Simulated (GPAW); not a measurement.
# Worked example: self-consistent single point of ZrO2 (Fm-3m, 3 atoms in the cell) in GPAW

Computed with PBE, GPAW PAW datasets PBE (gpaw-data 1.0.1) (plane waves; GPAW).

Input:

```python
from ase import Atoms
from ase.units import GPa
from gpaw import GPAW

atoms = Atoms(['Zr', 'O', 'O'],
              cell=[[0.000000, 2.557725, 2.557725],
                    [2.557725, 0.000000, 2.557725],
                    [2.557725, 2.557725, 0.000000]],
              positions=[[0.000000, 0.000000, 0.000000],
                         [1.278863, 1.278863, 1.278863],
                         [3.836588, 3.836588, 3.836588]],
              pbc=True)

calc = GPAW(mode={'name': 'pw', 'ecut': 900},
            xc='PBE',
            kpts=(5, 5, 5),
            occupations={'name': 'fermi-dirac', 'width': 0.01},
            nbands=-4,
            convergence={'density': 1e-05, 'bands': -2},
            symmetry={'symmorphic': False, 'tolerance': 0.0005},
            maxiter=100,
            txt='-')

atoms.calc = calc

energy = atoms.get_potential_energy()
print('Energy (eV):', round(energy, 6))
forces = atoms.get_forces()
print('Forces (eV/Ang):')
print(forces.round(5))
stress = atoms.get_stress()
print('Stress (GPa, Voigt):', (stress / GPa).round(4))
```

Log, with long lists cut:

```
Input parameters:
  convergence: {bands: -2,
                density: 1e-05}
  kpts: [5 5 5]
  maxiter: 100
  mode: {ecut: 900,
         name: pw}
  nbands: -4
  occupations: {name: fermi-dirac,
                width: 0.01}
  symmetry: {symmorphic: False,
             tolerance: 0.0005}
  xc: PBE

species:
  Zr:
    name: Zirconium
    Z: 40.0
    valence: 12
    core: 28
    charge: 0.0
    file: Zr.PBE.gz

    # Using partial waves for Zr as LCAO basis

  O:
    name: Oxygen
    Z: 8.0
    valence: 6
    core: 2
    charge: 0.0
    file: O.PBE.gz

    # Using partial waves for O as LCAO basis

Reference energy: -101975.275837  # eV

Spin-paired calculation

Convergence criteria:
 Maximum [total energy] change in last 3 cyles: 0.0005 eV / valence electron
 Maximum integral of absolute [dens]ity change: 1e-05 electrons / valence electron
 Maximum integral of absolute [eigenst]ate change: 4e-08 eV^2 / valence electron
 Maximum number of scf [iter]ations: 100

Symmetries present (total): 48
Symmetries with fractional translations: 0
125 k-points: 5 x 5 x 5 Monkhorst-Pack grid
10 k-points in the irreducible part of the Brillouin zone
       k-points in crystal coordinates                weights
   0:     0.00000000    0.00000000    0.00000000          1/125
   1:     0.20000000    0.20000000    0.00000000          6/125
   2:     0.20000000    0.20000000    0.20000000          8/125
   [... 7 lines left out ...]

Wave functions: Plane wave expansion
  Cutoff energy: 900.000 eV
  Number of coefficients (min, max): 2037, 2085
  Pulay-stress correction: 0.000000 eV/Ang^3 (de/decut=0.000000)

Occupation numbers: Fermi-Dirac:
  width: 0.0100  # eV

Eigensolver

Densities:
  Coarse grid: 27*27*27 grid
  Fine grid: 54*54*54 grid
  Total Charge: 0.000000

Density mixing:
  Method: separate
  Backend: pulay
  Linear mixing parameter: 0.05
  old densities: 5
  Damping of long wavelength oscillations: 50

Hamiltonian:
  XC and Coulomb potentials evaluated on a 54*54*54 grid
  External potential:
    NoExternalPotential

XC parameters: PBE with 2 nearest neighbor stencil

Number of atoms: 3
Number of atomic orbitals: 21
Number of bands in calculation: 16
Number of valence electrons: 24
Bands to converge: 14

Density initialized from atomic densities
  16 bands from LCAO basis set

Atomic positions and initial magnetic moments

Positions:
   0 Zr     0.000000    0.000000    0.000000    ( 0.0000,  0.0000,  0.0000)
   1 O      1.278863    1.278863    1.278863    ( 0.0000,  0.0000,  0.0000)
   2 O      3.836588    3.836588    3.836588    ( 0.0000,  0.0000,  0.0000)

Unit cell:
           periodic     x           y           z      points  spacing
  1. axis:    yes    0.000000    2.557725    2.557725    27     0.1094
  2. axis:    yes    2.557725    0.000000    2.557725    27     0.1094
  3. axis:    yes    2.557725    2.557725    0.000000    27     0.1094

  Lengths:   3.617169   3.617169   3.617169
  Angles:   60.000000  60.000000  60.000000

Effective grid spacing dv^(1/3) = 0.1194

     iter     time        total  log10-change:
                         energy   eigst   dens
iter:   1 --:--:--   -32.044895   +0.59
iter:   2 --:--:--   -30.906611   -0.47  -0.88
iter:   3 --:--:--   -27.898151   +0.28  -0.93
iter:   4 --:--:--   -28.060736   -0.95  -1.31
iter:   5 --:--:--   -28.272007   -1.44  -1.34
iter:   6 --:--:--   -28.076558   -0.40  -1.51
iter:   7 --:--:--   -28.119394   -1.19  -1.92
iter:   8 --:--:--   -28.060872   -2.51  -1.78
iter:   9 --:--:--   -28.009219   -1.73  -1.91
iter:  10 --:--:--   -28.012424   -2.85  -2.32
iter:  11 --:--:--   -28.013533c  -3.83  -2.31
iter:  12 --:--:--   -28.010072c  -3.04  -2.31
iter:  13 --:--:--   -28.007562c  -2.07  -2.41
iter:  14 --:--:--   -28.007390c  -3.60  -3.00
iter:  15 --:--:--   -28.007348c  -4.44  -3.34
iter:  16 --:--:--   -28.007355c  -5.19  -3.84
iter:  17 --:--:--   -28.007348c  -5.43  -3.69
iter:  18 --:--:--   -28.007347c  -6.70  -4.16
iter:  19 --:--:--   -28.007347c  -6.76  -4.10
iter:  20 --:--:--   -28.007351c  -5.57  -4.22
iter:  21 --:--:--   -28.007347c  -5.58  -4.00
iter:  22 --:--:--   -28.007347c  -6.62  -4.97
iter:  23 --:--:--   -28.007347c  -7.19  -5.03c
iter:  24 --:--:--   -28.007347c  -6.97  -4.65
iter:  25 --:--:--   -28.007348c  -6.09  -5.05c
iter:  26 --:--:--   -28.007347c  -6.61  -4.26
iter:  27 --:--:--   -28.007347c  -7.26  -5.21c
iter:  28 --:--:--   -28.007347c  -8.74c -5.62c

Converged after 28 iterations.

Dipole moment: (0.000006, 0.000006, 0.000006) |e|*Ang

Energy contributions relative to reference atoms: (reference = -101975.275837)

Kinetic:        +22.332158
Potential:      -26.850744
External:        +0.000000
XC:             -24.126150
Entropy (-ST):   -0.000000
Local:           +0.637390
SIC:             +0.000000
--------------------------
Free energy:    -28.007347
Extrapolated:   -28.007347

Showing only first 2 kpts
 Kpt  Band  Eigenvalues  Occupancy
  0    10      7.43835    2.00000
  0    11      7.43835    2.00000
  0    12     11.27992    0.00000
  0    13     11.27992    0.00000

  1    10      7.45761    2.00000
  1    11      7.45761    2.00000
  1    12     11.68709    0.00000
  1    13     12.02077    0.00000

Fermi level: 8.36340

Gap: 3.506 eV
Transition (v -> c):
  (s=0, k=6, n=11, [0.40, 0.40, -0.20]) -> (s=0, k=0, n=12, [0.00, 0.00, 0.00])
Direct/indirect transitions are different
Direct gap: 3.842 eV
Transition at: (s=0, k=0, n=11, [0.00, 0.00, 0.00])
Energy (eV): -28.007347

Forces in eV/Ang:
  0 Zr   -0.00000   -0.00000    0.00000
  1 O     0.00000    0.00000    0.00000
  2 O    -0.00000    0.00000    0.00000

Stress tensor:
     0.010614     0.000000    -0.000000
     0.000000     0.010614     0.000000
    -0.000000     0.000000     0.010614
Stress (GPa, Voigt): [ 1.7005  1.7005  1.7005  0.     -0.      0.    ]
```

The run converged in 28 iterations. GPAW prints stress with tension positive.

At such cutoffs GPAW's stress carries a finite-basis (Pulay) error, which enters relaxed cells too; its log prints stress with tension positive.

The starting cell has typed, rounded lattice constants, without a prior relaxation at this level. Its lattice was rescaled by up to half a per cent.

Cost on one core of a shared machine: roughly 40 s.
